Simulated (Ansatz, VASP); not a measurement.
## Two plane-wave programs on Au

```
Au
1.0
     0.00000    2.07900    2.07900
     2.07900    0.00000    2.07900
     2.07900    2.07900    0.00000
Au
1
Direct
  0.00000 0.00000 0.00000
```

Alike in both runs: functional PBE; k mesh 24 × 24 × 24; occupations gaussian, width 0.3 eV; no spin polarisation.

Ansatz relaxed the structure, and its values are those at the end. VASP's run is a single point on that final structure, the one shown.

|  | VASP | Ansatz |
| --- | --- | --- |
| version | VASP 6.6.1 | Ansatz 0.2.0 |
| potentials or method | VASP PAW PBE potentials, release 64 (Au) | scalar-relativistic, plane waves, PAW |
| plane-wave cutoff (eV) | 520 | 420 |
| valence electrons in the cell | 11 | 19 |

|  | VASP | Ansatz | Ansatz less VASP |
| --- | --- | --- | --- |
| gap on the k mesh at the Fermi level (eV) | none | none | - |
| pressure (GPa) | -0.2 | 0.0 | +0.24 |

A gap of «none» marks a metal or a gap that the smearing closes. The two sets of potentials don't hold the same shells in valence.

Spin-orbit coupling is left out, which matters for the levels of Au.
